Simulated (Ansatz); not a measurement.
**Σ11 (113) boundary in fcc Rh with C (interstitial): structure and resistance**

Wanted: what the Σ11 (113) boundary in fcc Rh with C (interstitial) costs an interconnect.

Method: Ansatz plane-wave DFT, PBE, PAW files; relaxation of a bicrystal slab with its lowest layers held; PAW set soft_1, in the first sound run; inputs show where later runs differ, in Ansatz 0.2.0.

## Step 1: The structure

The cell holds 18 atoms: 17 Rh and 1 C. Its edges and angles: a = 2.689 Å, b = 4.658 Å, c = 29.397 Å, α = 90.0°, β = 90.0°, γ = 73.2°. It derives from Rh. built on the (1 1 3) plane; 1 overlapping atoms removed and the grains opened by 0.05 Å. Vacuum lies along c.

## Step 2: Relaxing the bicrystal

The boundary is built by mirroring the lower grain in the boundary plane and removing any atoms that overlap; then the C is put in at the boundary. A thin bicrystal slab is relaxed first, with the lowest layers held and the upper grain free to shift and open.

The input, input.yaml:

```yaml
crystal:
  lattice:
    - [2.6891977995, 0.0, 0.0]
    - [1.3445988998, 4.459530044, 0.0]
    - [0.0, 0.0, 29.3968447136]
  atoms:
    - { symbol: Rh, position: [0.9090909092, 0.1818181818, 0.1700862813] }
    - { symbol: Rh, position: [0.6363636364, 0.7272727273, 0.2090931137] }
    - { symbol: Rh, position: [0.3636363637, 0.2727272727, 0.2480999461] }
    - { symbol: Rh, position: [0.090909091, 0.8181818182, 0.2871067785] }
    - { symbol: Rh, position: [0.8181818182, 0.3636363636, 0.3261136109] }
    - { symbol: Rh, position: [0.5454545455, 0.9090909091, 0.3651204433] }
    - { symbol: Rh, position: [0.2727272727, 0.4545454545, 0.4041272757] }
    - { symbol: Rh, position: [0.0, 0.0, 0.4431341081] }
    - { symbol: C, position: [0.6666666667, 0.6666666667, 0.4431341081] }
    - { symbol: Rh, position: [0.2727272727, 0.4545454545, 0.4838418033] }
    - { symbol: Rh, position: [0.5454545455, 0.9090909091, 0.5228486357] }
    - { symbol: Rh, position: [0.8181818182, 0.3636363636, 0.5618554681] }
    - { symbol: Rh, position: [0.090909091, 0.8181818182, 0.6008623005] }
    - { symbol: Rh, position: [0.3636363637, 0.2727272727, 0.6398691328] }
    - { symbol: Rh, position: [0.6363636364, 0.7272727273, 0.6788759652] }
    - { symbol: Rh, position: [0.9090909092, 0.1818181818, 0.7178827976] }
    - { symbol: Rh, position: [0.1818181819, 0.6363636363, 0.75688963] }
    - { symbol: Rh, position: [0.4545454546, 0.0909090909, 0.7958964624] }
kpoints:
  mp_grid: { grid: [9, 9, 1] }
hamiltonian:
  xc: pbe
  pseudopotentials: { kind: paw, azcp: { folder: soft_1 } }
scf:
  occupations: { method: fermi_dirac, width: 0.1 }
relax:
  f_tol: 0.03
  max_steps: 80
  constraints: [{ sites: [0, 1, 2] }]
```

The run is started by

```bash
$ ansatz run input.yaml --threads 4 --pin off --max-ram 15360MiB --backend cpu --events-out ev --progress --plain --runs-dir out
```

Numbers of over 12 decimals in the logs are rounded to 6 here.

The program printed:

```text
Engine: ansatz 0.2.0, x86_64-unknown-linux-gnu
Pseudopotentials: kind: paw
Pseudopotential: Rh, paw, valence charge 17, recommended cutoff 420 eV (normal), soft_1/Rh.paw.azcp
Pseudopotential: C, paw, valence charge 4, recommended cutoff 420 eV (normal), soft_1/C.paw.azcp
Functional definition: PBE
  parameter kappa = 0.804
  parameter beta = 0.066725
  exchange = pbe_x(kappa = kappa, mu = beta*pi^2/3)
  correlation = pbe_c(beta = beta)
Crystal: 18 atoms, lattice volume = 352.543 Å³
Basis set: ecut = 420 eV, 6933 PW (Γ), exchange–correlation on 36×64×400 points (8 copies of the dense FFT grid, shifted against one another)
Bands: 176, of which v1, the nominal top of the filled ones, is band 147 counted from 1 (146 counted from 0)
Symmetry: 2 space group operations
Space group: Cm (ITA 8), of the structure as read, at distance tolerance 7.1e-5 Å
k-points: 25 of 81 (time reversal used)
Non-local potential: Rh, projectors of the file, l = 0: 3, l = 1: 2, l = 2: 2, l = 3: 1
Non-local potential: C, projectors of the file, l = 0: 2, l = 1: 2, l = 2: 1
PAW form: soft (Blöchl's): semilocal exchange-correlation on the pseudo side does not see the compensation charge
PAW one-centre angular grid: Rh, 590 points (default); XC on 64 Gauss nodes
PAW one-centre angular grid: C, 110 points (default); XC on 64 Gauss nodes
Initial density: superposition of atomic densities (neutral atoms: chi_scale 0, normalization atom)
Initial wavefunctions: pseudopotential atomic-orbital guess
Functional: x = pbe(κ = 0.804, μ = 0.219515), c = pbe(β = 0.066725)
SCF iter   1: F=—  HF=-109103.697986 eV  |F-HF|=—  |Δ(HF+E_count)|=         —  Δρ=9.21e-2  dr2=4.47e1  ethr=3.10e-3  ⟨swp⟩=6.2  Hψ=15703  notcnv=0  defer=51
preconditioner: auto → LDOS  [metal: Δε(μ)=0.004 eV  Ē_g=6.244 eV  σ=0.100 eV  W_gap=0.01  n_scr=102 (ndim 8)  ℏωp=24.8 eV  f_vac=0.298  D(μ)=25.07/eV (n_scr^D=304)  β→1.0]
SCF iter   2: F=—  HF=-109106.077170 eV  |F-HF|=—  |Δ(HF+E_count)|=    2.38e0  Δρ=1.06e-1  dr2=3.74e1  ethr=3.10e-3  ⟨swp⟩=3.8  Hψ=11882  notcnv=0  defer=116
SCF iter   3: F=—  HF=-109094.954870 eV  |F-HF|=—  |Δ(HF+E_count)|=    1.11e1  Δρ=1.39e-2  dr2=6.40e-1  ethr=3.10e-3  ⟨swp⟩=2.1  Hψ=9243  notcnv=0  defer=159
SCF iter   4: F=—  HF=-109094.782099 eV  |F-HF|=—  |Δ(HF+E_count)|=   1.73e-1  Δρ=3.54e-3  dr2=1.16e-1  ethr=2.19e-4  ⟨swp⟩=3.0  Hψ=9088  notcnv=0  defer=149
SCF iter   5: F=—  HF=-109094.772278 eV  |F-HF|=—  |Δ(HF+E_count)|=   9.82e-3  Δρ=1.01e-3  dr2=1.40e-2  ethr=3.97e-5  ⟨swp⟩=2.4  Hψ=7232  notcnv=0  defer=124
SCF iter   6: F=—  HF=-109094.771012 eV  |F-HF|=—  |Δ(HF+E_count)|=   1.27e-3  Δρ=4.67e-4  dr2=2.00e-3  ethr=4.79e-6  ⟨swp⟩=2.4  Hψ=6332  notcnv=0  defer=124
SCF iter   7: F=—  HF=-109094.770867 eV  |F-HF|=—  |Δ(HF+E_count)|=   1.45e-4  Δρ=2.07e-4  dr2=3.51e-4  ethr=6.83e-7  ⟨swp⟩=2.3  Hψ=6571  notcnv=0  defer=124
SCF iter   8: F=—  HF=-109094.770825 eV  |F-HF|=—  |Δ(HF+E_count)|=   4.15e-5  Δρ=7.34e-5  dr2=6.70e-5  ethr=1.20e-7  ⟨swp⟩=2.9  Hψ=7543  notcnv=0  defer=124
SCF iter   9: F=-109094.770820 eV  HF=-109094.770831 eV  |F-HF|=1.14e-5  |Δ(HF+E_count)|=   6.22e-6  Δρ=3.72e-5  dr2=1.57e-5  ethr=7.68e-9  ⟨swp⟩=4.6  Hψ=14006  notcnv=0
SCF 1 converged in 9 iterations: F = -109094.770820 eV  dr2 = 1.57e-5
  greatest PAW one-centre occupation: 1.000 electrons in one spin orbital (limit 2), on the Rh atom at site 6 (counted from 0), in its partial waves of l = 0
relax step   1: F+E_penalty+E_count = -109094.77082000 eV  Δ(F+E_penalty+E_count) = +0.000e0 eV  max|allowed force component| = 4.701e0 eV/Å  Δτ_max = 0.0000 Å  (9 SCF iters, dr2 threshold 2.25e-5 eV, accepted)
Initial density: handed on by an earlier stage of this run
Initial wavefunctions: those handed on with the density
iter 1 solved again at ethr=1.26e-3 eV; its pass at ethr=3.10e-3 eV (dr2=3.68e0 eV) is discarded
SCF iter   1: F=—  HF=-109095.923922 eV  |F-HF|=—  |Δ(HF+E_count)|=         —  Δρ=1.79e-2  dr2=3.67e0  ethr=1.26e-3  ⟨swp⟩=1.0  Hψ=15058  notcnv=0  defer=121
preconditioner: auto → LDOS  [metal: Δε(μ)=0.018 eV  Ē_g=6.020 eV  σ=0.100 eV  W_gap=0.05  n_scr=102 (ndim 8)  ℏωp=24.8 eV  f_vac=0.299  D(μ)=25.61/eV (n_scr^D=304)  β→1.0]
SCF iter   2: F=—  HF=-109095.863964 eV  |F-HF|=—  |Δ(HF+E_count)|=   6.00e-2  Δρ=7.09e-3  dr2=6.17e-1  ethr=1.25e-3  ⟨swp⟩=2.3  Hψ=6352  notcnv=0  defer=121
SCF iter   3: F=—  HF=-109095.850869 eV  |F-HF|=—  |Δ(HF+E_count)|=   1.31e-2  Δρ=5.97e-3  dr2=2.87e-1  ethr=2.11e-4  ⟨swp⟩=2.6  Hψ=8671  notcnv=0  defer=124
SCF iter   4: F=—  HF=-109095.806229 eV  |F-HF|=—  |Δ(HF+E_count)|=   4.46e-2  Δρ=2.10e-3  dr2=3.21e-2  ethr=9.80e-5  ⟨swp⟩=2.0  Hψ=6705  notcnv=0  defer=124
SCF iter   5: F=—  HF=-109095.801741 eV  |F-HF|=—  |Δ(HF+E_count)|=   4.49e-3  Δρ=4.54e-4  dr2=2.44e-3  ethr=1.09e-5  ⟨swp⟩=2.6  Hψ=7632  notcnv=0  defer=124
SCF iter   6: F=—  HF=-109095.801487 eV  |F-HF|=—  |Δ(HF+E_count)|=   2.54e-4  Δρ=1.65e-4  dr2=1.93e-4  ethr=8.31e-7  ⟨swp⟩=2.1  Hψ=6465  notcnv=0  defer=124
SCF iter   7: F=-109095.801449 eV  HF=-109095.801461 eV  |F-HF|=1.17e-5  |Δ(HF+E_count)|=   2.64e-5  Δρ=4.22e-5  dr2=1.36e-5  ethr=3.41e-8  ⟨swp⟩=3.0  Hψ=17057  notcnv=0
SCF 2 converged in 7 iterations: F = -109095.801449 eV  dr2 = 1.36e-5
  greatest PAW one-centre occupation: 1.000 electrons in one spin orbital (limit 2), on the Rh atom at site 3 (counted from 0), in its partial waves of l = 0
relax step   2: F+E_penalty+E_count = -109095.80144890 eV  Δ(F+E_penalty+E_count) = -1.031e0 eV  max|allowed force component| = 6.944e-1 eV/Å  Δτ_max = 0.1937 Å  (7 SCF iters, dr2 threshold 1.00e-4 eV, accepted)
iter 1 solved again at ethr=2.20e-3 eV; its pass at ethr=3.10e-3 eV (dr2=6.45e0 eV) is discarded
SCF iter   1: F=—  HF=-109096.224948 eV  |F-HF|=—  |Δ(HF+E_count)|=         —  Δρ=2.03e-2  dr2=6.50e0  ethr=2.20e-3  ⟨swp⟩=1.0  Hψ=15729  notcnv=0  defer=106
preconditioner: auto → LDOS  [metal: Δε(μ)=0.014 eV  Ē_g=5.949 eV  σ=0.100 eV  W_gap=0.03  n_scr=102 (ndim 8)  ℏωp=24.8 eV  f_vac=0.292  D(μ)=25.60/eV (n_scr^D=304)  β→1.0]
SCF iter   2: F=—  HF=-109096.091345 eV  |F-HF|=—  |Δ(HF+E_count)|=   1.34e-1  Δρ=7.61e-3  dr2=2.50e-1  ethr=2.20e-3  ⟨swp⟩=2.0  Hψ=5653  notcnv=0  defer=106
SCF iter   3: F=—  HF=-109096.047657 eV  |F-HF|=—  |Δ(HF+E_count)|=   4.37e-2  Δρ=4.88e-3  dr2=1.33e-1  ethr=8.54e-5  ⟨swp⟩=2.8  Hψ=9528  notcnv=0  defer=119
SCF iter   4: F=—  HF=-109096.021549 eV  |F-HF|=—  |Δ(HF+E_count)|=   2.61e-2  Δρ=7.23e-4  dr2=3.80e-3  ethr=4.56e-5  ⟨swp⟩=2.0  Hψ=6993  notcnv=0  defer=119
SCF iter   5: F=—  HF=-109096.020252 eV  |F-HF|=—  |Δ(HF+E_count)|=   1.30e-3  Δρ=2.56e-4  dr2=5.27e-4  ethr=1.30e-6  ⟨swp⟩=3.2  Hψ=8923  notcnv=0  defer=124
SCF iter   6: F=—  HF=-109096.020258 eV  |F-HF|=—  |Δ(HF+E_count)|=   5.99e-6  Δρ=9.49e-5  dr2=5.93e-5  ethr=1.80e-7  ⟨swp⟩=2.1  Hψ=6054  notcnv=0  defer=124
SCF iter   7: F=-109096.020256 eV  HF=-109096.020261 eV  |F-HF|=4.39e-6  |Δ(HF+E_count)|=   2.50e-6  Δρ=2.82e-5  dr2=6.37e-6  ethr=1.03e-8  ⟨swp⟩=4.8  Hψ=13682  notcnv=0
SCF 3 converged in 7 iterations: F = -109096.020256 eV  dr2 = 6.37e-6
relax step   3: F+E_penalty+E_count = -109096.02025627 eV  Δ(F+E_penalty+E_count) = -2.188e-1 eV  max|allowed force component| = 2.555e-1 eV/Å  Δτ_max = 0.1948 Å  (7 SCF iters, dr2 threshold 3.01e-5 eV, accepted)
[...]
relax step   4: F+E_penalty+E_count = -109096.14988485 eV  Δ(F+E_penalty+E_count) = -1.296e-1 eV  max|allowed force component| = 1.435e-1 eV/Å  Δτ_max = 0.2000 Å  (8 SCF iters, dr2 threshold 4.08e-6 eV, accepted)
[...]
relax step   5: F+E_penalty+E_count = -109096.19124454 eV  Δ(F+E_penalty+E_count) = -4.136e-2 eV  max|allowed force component| = 3.780e-2 eV/Å  Δτ_max = 0.2000 Å  (8 SCF iters, dr2 threshold 2.79e-6 eV, accepted)
[...]
relax step   6: F+E_penalty+E_count = -109096.19097060 eV  Δ(F+E_penalty+E_count) = +2.739e-4 eV  max|allowed force component| = 5.787e-2 eV/Å  Δτ_max = 0.0182 Å  (7 SCF iters, rejected (line search))
SCF iter   1: F=—  HF=-109096.192801 eV  |F-HF|=—  |Δ(HF+E_count)|=         —  Δρ=8.88e-4  dr2=4.78e-3  ethr=1.90e-5  ⟨swp⟩=2.3  Hψ=7857  notcnv=0  defer=129
preconditioner: auto → LDOS  [metal: Δε(μ)=0.008 eV  Ē_g=5.815 eV  σ=0.100 eV  W_gap=0.02  n_scr=102 (ndim 8)  ℏωp=24.8 eV  f_vac=0.279  D(μ)=26.90/eV (n_scr^D=330)  β→1.0]
SCF iter   2: F=—  HF=-109096.192581 eV  |F-HF|=—  |Δ(HF+E_count)|=   2.21e-4  Δρ=3.55e-4  dr2=5.93e-4  ethr=1.63e-6  ⟨swp⟩=2.0  Hψ=6935  notcnv=0  defer=129
SCF iter   3: F=—  HF=-109096.192472 eV  |F-HF|=—  |Δ(HF+E_count)|=   1.09e-4  Δρ=1.60e-4  dr2=9.11e-5  ethr=2.02e-7  ⟨swp⟩=2.8  Hψ=8751  notcnv=0  defer=129
SCF iter   4: F=—  HF=-109096.191757 eV  |F-HF|=—  |Δ(HF+E_count)|=   7.15e-4  Δρ=3.32e-5  dr2=6.64e-6  ethr=3.11e-8  ⟨swp⟩=2.9  Hψ=7656  notcnv=0  defer=129
SCF iter   5: F=—  HF=-109096.191756 eV  |F-HF|=—  |Δ(HF+E_count)|=   1.17e-6  Δρ=8.73e-6  dr2=7.82e-7  ethr=2.26e-9  ⟨swp⟩=2.2  Hψ=7812  notcnv=0  defer=129
SCF iter   6: F=—  HF=-109096.191756 eV  |F-HF|=—  |Δ(HF+E_count)|=   7.65e-8  Δρ=4.27e-6  dr2=1.63e-7  ethr=3.41e-11  ⟨swp⟩=5.0  Hψ=15919  notcnv=0
SCF iter   7: F=-109096.191756 eV  HF=-109096.191756 eV  |F-HF|=8.15e-9  |Δ(HF+E_count)|=   2.00e-8  Δρ=1.37e-6  dr2=2.00e-8  ethr=3.41e-11  ⟨swp⟩=4.2  Hψ=12507  notcnv=0
SCF 7 converged in 7 iterations: F = -109096.191756 eV  dr2 = 2.00e-8
relax step   7: F+E_penalty+E_count = -109096.19175593 eV  Δ(F+E_penalty+E_count) = -5.114e-4 eV  max|allowed force component| = 2.045e-3 eV/Å  Δτ_max = 0.0087 Å  (7 SCF iters, accepted)
SCF converged after 7 iterations
Free energy (F): -109096.191756 eV
Harris-Foulkes:  -109096.191756 eV  (|F-HF|=8.15e-9)
Internal energy: -109095.303951 eV  (E = F + TS)
E sigma→0 (E₀):  -109095.747853 eV
Entropy (-TS):   -0.887805 eV (-49.322 meV/atom)
Fermi energy:    13.551618 eV
--- Per-component energies (eV) ---
  E_band       = -3937.073732
  E_kinetic    = 9210.182168
  E_local      = -327104.814242  (includes V_loc(G=0)·N_el)
  E_nonlocal   = 5101.336029
  E_hartree    = 159065.094895
  E_xc         = -3470.363910
  E_vxc        = -4353.106472  (∫ρ·V_xc dr)
  E_paw        = -61357.937639  (= ΣΔE_a)
  E_vpaw       = -4920.879494  (= ΣTr[D̂ρ^β])
  E_aug_tail   = 0.001284  (compensation charges beyond the density's cutoff)
  E_ewald      = 109461.197464
  E_smearing   = -0.887805  (= −TS)
  E_closure    = -0.000000  (closes the sum)
  Σ components = -109096.191756   (vs F -109096.191756, Δ=0.00e0)
--- Forces (eV/Å), atoms counted from 1 ---
  atom   1  Rh    -0.00000000    -0.05669675     0.76862868
  atom   2  Rh     0.00000000     0.02833715    -0.32561381
  atom   3  Rh     0.00000000     0.03303786    -0.43942559
  atom   4  Rh     0.00000000     0.00089675     0.00056027
  atom   5  Rh     0.00000000     0.00008790    -0.00012429
  atom   6  Rh    -0.00000000    -0.00009809     0.00000273
  atom   7  Rh     0.00000000     0.00124683    -0.00152064
  atom   8  Rh     0.00000000     0.00036614    -0.00204475
  atom   9  C      0.00000000     0.00013179     0.00145420
  atom  10  Rh     0.00000000     0.00097946    -0.00185853
  atom  11  Rh    -0.00000000    -0.00135766     0.00129162
  atom  12  Rh    -0.00000000    -0.00086411     0.00064158
  atom  13  Rh    -0.00000000    -0.00001615     0.00089211
  atom  14  Rh    -0.00000000    -0.00088780     0.00052888
  atom  15  Rh    -0.00000000    -0.00120309    -0.00129232
  atom  16  Rh    -0.00000000    -0.00135799    -0.00053459
  atom  17  Rh    -0.00000000    -0.00175176    -0.00017058
  atom  18  Rh    -0.00000000    -0.00085684    -0.00141213
  max |Σ_I F_I| component: 6.38e-6 eV/Å
--- Relaxed structure (7 steps of the walk, 6 accepted, 0 SCFs on fresh bases) ---
  F+E_penalty+E_count = -109096.19175593 eV   max|allowed force component| = 2.045e-3 eV/Å
  atoms:
    - { symbol: Rh, position: [0.909091, 0.1818181818, 0.1700862813] }
    - { symbol: Rh, position: [0.63636363635, 0.7272727273, 0.2090931137] }
    - { symbol: Rh, position: [0.36363636365, 0.272727, 0.2480999461] }
    - { symbol: Rh, position: [0.092415, 0.815170, 0.288254] }
    - { symbol: Rh, position: [0.820231, 0.359538, 0.326264] }
    - { symbol: Rh, position: [0.544884, 0.910233, 0.365501] }
    - { symbol: Rh, position: [0.279241, 0.441519, 0.407607] }
    - { symbol: Rh, position: [0.014611, -0.029222, 0.454265] }
    - { symbol: C, position: [0.690345, 0.619310, 0.454691] }
    - { symbol: Rh, position: [0.279158, 0.441684, 0.501705] }
    - { symbol: Rh, position: [0.545029, 0.909943, 0.543821] }
    - { symbol: Rh, position: [0.820727, 0.358547, 0.582566] }
    - { symbol: Rh, position: [0.093282, 0.813437, 0.621871] }
    - { symbol: Rh, position: [0.364474, 0.271053, 0.661702] }
    - { symbol: Rh, position: [0.636537, 0.726926, 0.700386] }
    - { symbol: Rh, position: [0.907348, 0.185305, 0.739453] }
    - { symbol: Rh, position: [0.182748, 0.634503, 0.780903] }
    - { symbol: Rh, position: [0.456235, 0.087530, 0.814687] }
```

Run time: 2.1 min. Hardware: 4 threads of Intel Xeon 6975P-C (Granite Rapids), shared host; peak memory 2.1 GiB.

The steps of the relaxation:

```tsv
step	energy less that of the first step (eV)	largest force component (eV/Å)
1	0.0000	4.7010
2	-1.0306	0.6944
3	-1.2494	0.2555
4	-1.3791	0.1435
5	-1.4204	0.0378
6	-1.4202	0.0579
7	-1.4209	0.0020
```

Relaxation step 6 was tried and not accepted.

The run keeps the 2 symmetry operations that it works with, so distortions that break them were not tested.

The atoms that moved most (Å):

```tsv
atom	dx	dy	dz	length
Rh17	0.000	-0.008	0.706	0.706
Rh14	0.000	-0.007	0.642	0.642
Rh16	0.000	0.016	0.634	0.634
Rh15	0.000	-0.002	0.632	0.632
Rh13	0.000	-0.021	0.618	0.618
Rh11	0.000	0.004	0.617	0.617
Rh12	0.000	-0.023	0.609	0.609
Rh18	0.000	-0.015	0.552	0.553
```

This step gave:

```yaml
free_energy: -109096.1918 eV
energy_at_zero_smearing: -109095.7479 eV
fermi_energy: 13.55 eV
```

The largest force component on a free atom ends at 0.0020 eV/Å, under the tolerance of 0.03, after 7 steps.

(Part 1 of 2 ends here.)

[Logs are printed without paths, hosts, clocks, repeated set-up lines and the standing remarks that a program may print on its own settings, such as how far it seeks lower states.]

[Hosts, paths, dates, database ids (printed as entryN), source tags and the programs' standing remarks are cut or masked in the printed files.]
